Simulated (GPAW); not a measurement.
Runs of GPAW 26.7.0 on AlN. The structure is hexagonal, space group P6_3mc (No. 186). Conventional cell: a = 3.113 Å, b = 3.113 Å, c = 4.981 Å, α = 90.00°, β = 90.00°, γ = 120.00°. Al (site symmetry 3m) has 4 N at 1.89 Å as nearest neighbours. N (site symmetry 3m) is surrounded by 4 Al at 1.89 Å. 

| task | level | potentials or basis | cell | k mesh | cutoff (eV) | smearing | response ecut | maxiter | response k mesh | response bands | kernels | mesh quality | gap on the mesh (eV) | pressure (GPa) | largest force (eV/Å) |
| --- | --- | --- | --- | --- | --- | --- | --- | --- | --- | --- | --- | --- | --- | --- | --- |
| dielectric tensor | LDA | the program's PAW data sets (release 1.2.1) made for this functional, pw | as given | 8 × 8 × 5 | 600 | fermi-dirac 0.001 eV | 80 eV | 150 | 17 × 17 × 10 | 48 | ["RPA", "ALDA_X", "LR0.1"] | not flagged | 4.25 | - | - |
| relaxation of cell and atoms | PBEsol | PAW data sets generated in the run's folder for this functional, pw | relaxed to 5 GPa | 7 × 7 × 4 | 800 | fermi-dirac 0.05 eV | - | 150 | - | - | - | not flagged | 4.29 | 5.0 | - |
| single point | LDA | the program's PAW data sets (release 1.2.1) made for this functional, pw | as given | 8 × 8 × 5 | 600 | fermi-dirac 0.05 eV | - | 120 | - | - | - | not flagged | 4.25 | -10.6 | (b) |
| relaxation of cell and atoms | PBEsol | PAW data sets generated in the run's folder for this functional, pw | relaxed | 7 × 7 × 4 | 800 | fermi-dirac 0.05 eV | - | 150 | - | - | - | not flagged | 4.08 | 0.0 | 0.01 |
| relaxation of cell and atoms | PBEsol | PAW data sets generated in the run's folder for this functional, pw | relaxed to 20 GPa | 7 × 7 × 4 | 800 | fermi-dirac 0.05 eV | - | 150 | - | - | - | not flagged | 4.78 | 20.1 | 0.01 |
| relaxation of cell and atoms | PBEsol | PAW data sets generated in the run's folder for this functional, pw | relaxed to 2 GPa | 7 × 7 × 4 | 800 | fermi-dirac 0.05 eV | - | 150 | - | - | - | not flagged | (a) | 2.0 | 0.01 |
| relaxation of cell and atoms | PBEsol | PAW data sets generated in the run's folder for this functional, pw | relaxed to 10 GPa | 7 × 7 × 4 | 800 | fermi-dirac 0.05 eV | - | 150 | - | - | - | not flagged | 4.46 | 10.0 | - |
| relaxation of cell and atoms | PBEsol | PAW data sets generated in the run's folder for this functional, pw | relaxed to 30 GPa | 7 × 7 × 4 | 800 | fermi-dirac 0.05 eV | - | 150 | - | - | - | not flagged | 5.06 | 30.0 | 0.01 |

Alike in all rows: no spin polarisation.

Fill in the values left out.

(a) 4.17; (b) 0.12.

Caveats: later steps reuse the first step's grids (some runs); an odd mesh through Γ misses points on the zone boundary, where band edges often lie (some runs); the long-wavelength limit can be off by a per cent or two (some runs); the cutoff is short for stress and forces, so pressures can be off by a GPa or more (some runs).

Runs at the PBE level aren't shown here.
